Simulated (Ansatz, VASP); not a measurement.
Br in VASP and in Ansatz

Contents of INCAR:

```
PREC     = Accurate       # precision mode
ENCUT    = 520            # plane-wave cutoff, eV
EDIFF    = 1E-6           # SCF threshold, eV
ISMEAR   = -1             # smearing method
SIGMA    = 0.05           # smearing width, eV
LREAL    = F              # projectors in reciprocal space
LASPH    = T              # aspherical terms in the spheres
NELM     = 100            # most SCF steps
ALGO     = Normal         # electronic algorithm
ISIF     = 2              # what is computed and relaxed
LWAVE    = F              # write WAVECAR
LCHARG   = F              # write CHGCAR
GGA      = PE             # functional
NBANDS   = 10             # bands
```

File KPOINTS:

```
Automatic mesh
0
Gamma
  14 14 14
```

The input POSCAR:

```
Br
1.0
    0.0000000000      1.8995535562      1.8995535562
    1.8995535562      0.0000000000      1.8995535562
    1.8995535562      1.8995535562      0.0000000000
Br
1
Direct
    0.0000000000      0.0000000000      0.0000000000
```

Input for Ansatz:

```yaml
crystal:
  lattice:
    - [0.0, 1.8995535562, 1.8995535562]
    - [1.8995535562, 0.0, 1.8995535562]
    - [1.8995535562, 1.8995535562, 0.0]
  atoms:
    - { symbol: Br, position: [0.0, 0.0, 0.0] }
kpoints:
  mp_grid: { grid: [14, 14, 14] }
scf:
  occupations: { method: fermi_dirac, width: 0.05 }
hamiltonian:
  xc: pbe
  pseudopotentials: { kind: all_electron, lapw: { basis_error: 0.001 } }
output:
  forces: true
  stress: true
  eigenvalues: true
  populations: true
```

Change from the starting cell: volume scaled by 0.52, LAPW.

Alike in both runs: task single point; functional PBE; k mesh 14 × 14 × 14; occupations fermi-dirac, width 0.05 eV; no spin polarisation.

|  | VASP | Ansatz |
| --- | --- | --- |
| version | VASP 6.6.1 | Ansatz 0.2.0 |
| potentials or method | VASP PAW PBE potentials, release 64 (Br) | all-electron LAPW, scalar-relativistic |
| plane-wave cutoff (eV) | 520 | see its input |

```csv
,VASP,Ansatz,Ansatz less VASP
pressure (GPa),95.5,95.3,-0.25
```

Ansatz ran all-electron here, so the differences hold the error of VASP's frozen core and of both bases.

Caveats: the cell as given lies far from equilibrium; so large a pressure means that the cell lies far from this level's equilibrium, or that cutoff or potentials fall short (VASP); an odd number of electrons without spin polarisation forces a metal; a magnetic or distorted state may lie lower.
